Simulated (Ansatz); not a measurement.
The system is WC.

```
W C
1.0
     0.00000    2.19268    2.19268
     2.19268    0.00000    2.19268
     2.19268    2.19268    0.00000
W C
1 1
Direct
  0.00000 0.00000 0.00000
  0.50000 0.50000 0.50000
```

Measurements of this composition are mostly on another form, of space group No. 187.

Base run:

```yaml
Program: Ansatz 0.2.0
Functional: PBEsol
Potentials_or_basis: all-electron LAPW, scalar-relativistic
Cutoff: 336 eV (chosen from the basis error)
Basis_error_allowed: 0.001 eV/atom
k_mesh: 10 × 10 × 10
Occupations: fermi-dirac, width 0.05 eV
Spin: no spin polarisation
Hubbard_terms: W d U = 8 eV
```

Its results: band gap on the k mesh none (metal or under the smearing width); pressure -8.7 GPa.

Question: The run is repeated on the same cell with these changes: hubbard terms from W d U = 8 eV to W d U = 6 eV. What comes out?

Answer: Band gap on the k mesh none (metal or under the smearing width); pressure -9.2 GPa.

Caveats: U is the effective U less J, on atomic orbitals that reach past the spheres; U without spin polarisation on a metal has little footing; the U is typed as a test and isn't derived for this compound.
